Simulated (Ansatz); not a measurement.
ZrO2 built on the fluorite prototype, relaxed with r2SCAN, was run in the PAW code Ansatz under altered settings. All numbers are computed, without spin polarisation but where a row says otherwise.

```xyz
3
Lattice="0.0000 2.5447 2.5447 2.5447 0.0000 2.5447 2.5447 2.5447 0.0000" Properties=species:S:1:pos:R:3 pbc="T T T"
Zr    0.0000    0.0000    0.0000
O     1.2724    1.2724    1.2724
O     3.8171    3.8171    3.8171
```

The base run's other keys:
```yaml
kpoints:
  mp_grid: { grid: [6, 6, 6] }
hamiltonian:
  xc: pbe
scf:
  occupations: { method: fixed }
  n_extra_bands: 4
```

It takes 6 iterations with 645 plane waves at 420 eV and 16 k points, and leaves a mean stress of +3.80 GPa. The gap over this mesh is 3.361 eV. It ran on 4 threads of Arm Neoverse N1, with other jobs on the host.

Outcomes, with energy and stress as changes against the base:
```tsv
setting	outcome	ΔF (meV/atom)	Δ mean stress (GPa)	gap on the mesh (eV)	iterations	wall time
basis.ecutwfc: 200	converged, warned	+4527	-18.98	3.460	10	0.44 s
basis.ecutwfc: 500	converged	-3.4	0.00	3.361	6	0.61 s
basis.ecutwfc: 300	converged, warned	+315	+1.18	3.362	7	0.48 s
scf.occupations: gaussian 0.001	converged	0.0	0.00	3.361	6	0.54 s
scf.mixing.beta: 1.0	converged	0.0	0.00	3.361	6	0.52 s
hamiltonian.dispersion: d4	converged	-210	-3.81	3.361	6	0.69 s
scf.mixing.ndim: 30	converged	0.0	0.00	3.361	6	0.53 s
basis.ecutwfc: 900	converged	-4.4	-0.02	3.361	6	0.98 s
scf.occupations: cold 0.2	converged	0.0	0.00	3.361	5	0.5 s
scf.occupations: gaussian 0.5	converged	0.0	0.00	3.361	6	0.53 s
basis.ecutrho_ratio: 8	converged	0.0	0.00	3.361	6	0.61 s
kpoints.mp_grid.grid: [5, 5, 5]	converged	+0.1	0.00	3.554	6	0.46 s
hamiltonian.xc: mr2scan (cutoff then 500 eV)	converged	–	-3.81	3.886	6	1.2 s
basis.ecutwfc: 40	refused	–	–	–	–	0.08 s
```
A dash marks a value that wasn't obtained or can't be compared. Stress is positive in compression. The base took 0.54 s.

- basis.ecutwfc: 200. 181 plane waves in place of 645. The free energy moves by +4527 meV an atom, the mean stress by -18.98 GPa and the gap on the mesh by +0.099 eV (to 3.460). The basis is too small: these are errors of the cutoff. Warned: cutoff below recommended.
- basis.ecutwfc: 300. 387 plane waves in place of 645. The free energy moves by +315 meV an atom, the mean stress by +1.18 GPa and the gap on the mesh by +0.002 eV (to 3.362). The basis is too small: these are errors of the cutoff. Warned: cutoff below recommended.
- hamiltonian.dispersion: d4. The free energy moves by -210 meV an atom, the mean stress by -3.81 GPa and the gap on the mesh by 0.000 eV (to 3.361). A pairwise correction adds to energy, forces and stress and leaves the bands alone.
- hamiltonian.xc: mr2scan. The cutoff follows the functional, from 420 to 500 eV. The mean stress moves by -3.81 GPa and the gap on the mesh by +0.526 eV (to 3.886). It's another functional on the same cell, so totals aren't comparable.
- basis.ecutwfc: 40. The program doesn't start. Error: inconsistent input (scf.n_extra_bands, basis.ecutwfc, kpoints): n_bands = 16 exceeds the smallest per-k basis n_pw = 15 (k-point 0, counted from 0 among those solved) — raise basis.ecutwfc or lower scf.n_extra_bands

Within 1 meV an atom, 0.1 GPa and 0.005 eV of the base stay: scf.occupations: gaussian 0.001; scf.mixing.beta: 1.0; scf.mixing.ndim: 30; scf.occupations: cold 0.2; scf.occupations: gaussian 0.5; basis.ecutrho_ratio: 8.
